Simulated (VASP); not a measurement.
# La2O3 (P-3m1) in VASP: single point with PBE

Aim: the single point of La2O3 with PBE.

Everything below comes from runs of VASP 6.6.1. Logs are shortened: lines on timing, memory, paths and dates and some standing lists are left out, and cuts for length are marked.

## (1) The crystal as given

The structure is trigonal, space group P-3m1 (No. 164). Conventional cell: a = 3.931 Å, b = 3.931 Å, c = 6.112 Å, α = 90.00°, β = 90.00°, γ = 120.00°. La (site symmetry 3m) has 4 O at 2.36 to 2.44 Å as nearest neighbours. O (site symmetry 3m) has 4 La at 2.36 to 2.44 Å as nearest neighbours. Around O (site symmetry -3m) lie 6 La at 2.72 Å.

The cell is a database's computed one.

## (2) Single point, PBE

Contents of INCAR:

```
ALGO = Normal
EDIFF = 1E-6
ENCUT = 520
GGA = PE
ISIF = 2
ISMEAR = 0
LASPH = True
LCHARG = False
LREAL = False
LWAVE = False
NBANDS = 28
NELM = 100
PREC = Accurate
SIGMA = 0.01
```

Contents of KPOINTS:

```
k-points
0
Gamma
  5 5 3
```

Contents of POSCAR:

```
La2O3
1.0
    3.9307778800      0.0000000000      0.0000000000
   -1.9653889400      3.4041535000      0.0000000000
    0.0000000000      0.0000000000      6.1119535200
La O
2 3
Direct
    0.6666666667      0.3333333333      0.7537643200
    0.3333333333      0.6666666667      0.2462356800
    0.6666666667      0.3333333333      0.3541093500
    0.3333333333      0.6666666667      0.6458906500
    0.0000000000      0.0000000000      0.0000000000
```

Potentials or basis: VASP PAW PBE potentials, release 64 (La, O).

Started as:

```console
> cat potpaw_PBE.64/La/POTCAR potpaw_PBE.64/O/POTCAR > POTCAR
> mpirun -np 1 vasp_std > vasp.out
```

OUTCAR:

```text
EDIFF = 1E-6
   ENCUT = 520
   GGA = PE
   ISIF = 2
   ISMEAR = 0
   LASPH = True
   LREAL = False
   NELM = 100
   PREC = Accurate

 ion  position               nearest neighbor table
   1  0.667  0.333  0.754-   4 2.36   4 2.36   4 2.36   3 2.44   5 2.72   5 2.72   5 2.72
   2  0.333  0.667  0.246-   3 2.36   3 2.36   3 2.36   4 2.44   5 2.72   5 2.72   5 2.72
   3  0.667  0.333  0.354-   2 2.36   2 2.36   2 2.36   1 2.44
   4  0.333  0.667  0.646-   1 2.36   1 2.36   1 2.36   2 2.44
   5  0.000  0.000  0.000-   2 2.72   1 2.72   2 2.72   1 2.72   1 2.72   2 2.72

  LATTYP: Found a hexagonal cell.
 ALAT       =     3.9307778800
 C/A-ratio  =     1.5548966913

  Lattice vectors:

 A1 = (   3.9307778800,   0.0000000000,   0.0000000000)
 A2 = (  -1.9653889400,   3.4041535000,   0.0000000000)
 A3 = (   0.0000000000,   0.0000000000,   6.1119535200)

Analysis of symmetry for initial positions (statically):
=====================================================================
 Subroutine PRICEL returns:
 Original cell was already a primitive cell.

 Routine SETGRP: Setting up the symmetry group for a
 hexagonal supercell.

 Subroutine GETGRP returns: Found 12 space group operations
 (whereof 12 operations were pure point group operations)
 out of a pool of 24 trial point group operations.

The static configuration has the point symmetry D_3d.

Analysis of symmetry for dynamics (positions and initial velocities):
=====================================================================
 Subroutine PRICEL returns:
 Original cell was already a primitive cell.

 Routine SETGRP: Setting up the symmetry group for a
 hexagonal supercell.

 Subroutine GETGRP returns: Found 12 space group operations
 (whereof 12 operations were pure point group operations)
 out of a pool of 24 trial point group operations.

The dynamic configuration has the point symmetry D_3d.

 Subroutine INISYM returns: Found 12 space group operations
 (whereof 12 operations are pure point group operations),
 and found     1 'primitive' translations

----------------------------------------------------------------------------------------

                                     Primitive cell

  volume of cell :      81.7839

  direct lattice vectors                    reciprocal lattice vectors
     3.930777880  0.000000000  0.000000000     0.254402571  0.146879393  0.000000000
    -1.965388940  3.404153500  0.000000000     0.000000000  0.293758786  0.000000000
[... 81 lines left out ...]
   NSW    =      0    number of steps for IOM
   IBRION =     -1    ionic relax: 0-MD 1-quasi-New 2-CG
   NFREE  =      0    steps in history (QN), initial steepest desc. (CG)
   ISIF   =      2    stress and relaxation
   ISYM   =      2    0-nonsym 1-usesym 2-fastsym
   POTIM  = 0.5000    time-step for ionic-motion
   TEBEG  =    0.0;   TEEND  =   0.0 temperature during run
   PSTRESS=    0.0 pullay stress
   NELECT =      40.0000    total number of electrons
   NUPDOWN=      -1.0000    fix difference up-down
   EMIN   =  10.00;   EMAX   =-10.00  energy-range for DOS
   EFERMI =   0.00;   METHOD = LEGACY
   ISMEAR =     0;   SIGMA  =   0.01  broadening in eV -4-tet -1-fermi 0-gaus
   EFERMI_NEDOS =   21; number of points for ismear=-14 and -15
   IALGO  =     38    algorithm
   IMIX   =      4    mixing-type and parameters
     AMIX     =   0.40;   BMIX     =  1.00
     AMIX_MAG =   1.60;   BMIX_MAG =  1.00
  volume/ion in A,a.u.               =      16.36       110.38
  Fermi-wavevector in a.u.,A,eV,Ry     =   1.289849  2.437462 22.636161  1.663711
  Thomas-Fermi vector in A             =   2.421717
   LORBIT       =      0    0 simple, 1 ext, 2 COOP (PROOUT), +10 PAW based schemes
   GGA     = PE    functional components
   LHFCALC =     F    Hartree Fock is set to
   AEXX    =    0.0000 exact exchange contribution
   IVDW    =     0    specifies the selected vdW correction
   LEPSILON=     F    determine dielectric tensor
   LRPA    =     F    only Hartree local field effects (RPA)
 non-spin polarized calculation
 Gauss-broadening in eV      SIGMA  =   0.01
  energy-cutoff  :      520.00
  volume of cell :       81.78
 maximum number of plane-waves:      2225
 NGX is ok and might be reduce to    30
   NGX = 15   NGY = 15   NGZ = 23

 number of electron      39.9999992 magnetization

 Free energy of the ion-electron system (eV)
  ---------------------------------------------------
  ext. energy  EPLUGINS =         0.00000000
  ---------------------------------------------------
  free energy    TOTEN  =       -41.81726462 eV

  energy without entropy =      -41.81726462  energy(sigma->0) =      -41.81726462

 E-fermi :   5.9921     XC(G=0): -10.4725

 val. band max:        5.8663818086   @ k =   0.0000   0.0000   0.0000
 cond. band min:       9.8984414796   @ k =   0.4000   0.2000   0.0000
 fundamental gap:      4.0320596710
 Fermi energy:         5.9920785267

 k-point     1 :       0.0000    0.0000    0.0000
  band No.  band energies     occupation
      1     -23.8433      2.00000
      2     -23.5993      2.00000
      3     -10.9633      2.00000
      4      -9.7101      2.00000
      5      -9.2612      2.00000
      6      -7.3094      2.00000
[... 361 lines left out ...]
     27      11.3642      0.00000
     28      11.3802      0.00000

------------------------ aborting loop because EDIFF is reached ----------------------------------------

  FORCE on cell =-STRESS in cart. coord.  units (eV):
  Direction    XX          YY          ZZ          XY          YZ          ZX
  --------------------------------------------------------------------------------------
  -------------------------------------------------------------------------------------
  Total        0.7656628      0.7656628      0.9319941     -0.0000000      0.0000000      0.0000000
  in kB       14.9996268     14.9996268     18.2581202     -0.0000000      0.0000000      0.0000000
  external PRESSURE =      16.0857912 kB  Pullay stress =       0.0000000 kB

 VOLUME and BASIS-vectors are now :
 -----------------------------------------------------------------------------
  energy-cutoff  :      520.00
  volume of cell :       81.78
      direct lattice vectors                 reciprocal lattice vectors
     3.930777880  0.000000000  0.000000000     0.254402571  0.146879393  0.000000000
    -1.965388940  3.404153500  0.000000000     0.000000000  0.293758786  0.000000000
     0.000000000  0.000000000  6.111953520     0.000000000  0.000000000  0.163613810

 POSITION                                       TOTAL-FORCE (eV/Angst)
 -----------------------------------------------------------------------------------
      1.96539      1.13472      4.60697        -0.000000      0.000000      0.002963
     -0.00000      2.26944      1.50498        -0.000000     -0.000000     -0.002963
      1.96539      1.13472      2.16430         0.000000      0.000000     -0.011710
     -0.00000      2.26944      3.94765        -0.000000      0.000000      0.011710
      0.00000      0.00000      0.00000        -0.000000      0.000000      0.000000
 -----------------------------------------------------------------------------------
    total drift:                               -0.000000      0.000000      0.000000

  FREE ENERGIE OF THE ION-ELECTRON SYSTEM (eV)
  ---------------------------------------------------
  free  energy   TOTEN  =       -41.8172646200 eV

  energy  without entropy=      -41.8172646200  energy(sigma->0) =      -41.81726462
```

stdout:

```text
POSCAR found type information on POSCAR LaO
 POSCAR found :  2 types and       5 ions
 scaLAPACK will be used
 LDA part: xc-table for (Slater+PW92), standard interpolation
 POSCAR, INCAR and KPOINTS ok, starting setup
 FFT: planning ... GRIDC
 FFT: planning ... GRID_SOFT
 FFT: planning ... GRID
 WAVECAR not read
 entering main loop
```

Wall time 38 s (1 thread of Intel Xeon Platinum 8488C (Sapphire Rapids), shared host); peak memory 0.21 GiB.

Results:

```yaml
Free_energy: -41.8173 eV
Pressure: 1.6 GPa
Largest_force: 0.012 eV/Å
Band_gap_on_the_k_mesh: 4.03 eV, indirect (least direct gap 4.18 eV)
```

Forces on the atoms (eV/Å):
```
La   0.000  0.000  0.003
La   0.000  0.000 -0.003
O    0.000  0.000 -0.012
O    0.000  0.000  0.012
O    0.000  0.000  0.000
```

Levels at points of the mesh, in eV from the valence-band top:
```tsv
k point	band 18	band 19	band 20	band 21	band 22	band 23
(0.00, 0.00, 0.00)	-0.27	-0.27	0.00	4.43	4.71	4.71
```

Caveat: spin-orbit coupling is left out, which moves the levels of the heavy elements; an odd mesh through Γ misses points on the zone boundary, where band edges often lie. As with any semilocal functional, this PBE gap is likely too small.
